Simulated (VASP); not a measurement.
CdTe:

```
Cd Te
1.0
     0.00000    3.20500    3.20500
     3.20500    0.00000    3.20500
     3.20500    3.20500    0.00000
Cd Te
1 1
Direct
  0.00000 0.00000 0.00000
  0.25000 0.25000 0.25000
```

Program: VASP 6.6.1. Alike in all runs: task single point; no spin polarisation; cell as given; k mesh 6 × 6 × 6; cutoff (eV) 520; smearing fermi-dirac 0.02 eV.

Problem. Order these runs on this cell by their pressure, lowest first.
A. level r2SCAN; potentials or basis VASP PAW PBE potentials, release 64 (Cd, Te)
B. level PBEsol; potentials or basis VASP PAW PBE potentials, release 64 (Cd, Te)
C. level LDA; potentials or basis VASP PAW LDA potentials, release 64 (Cd, Te)

Solution. C (0.3 GPa), B (1.9 GPa), A (3.4 GPa).

Caveats: the PAW data sets were made with another functional, which shifts forces and pressure a little (some runs).

Not every run made on this cell is shown here.
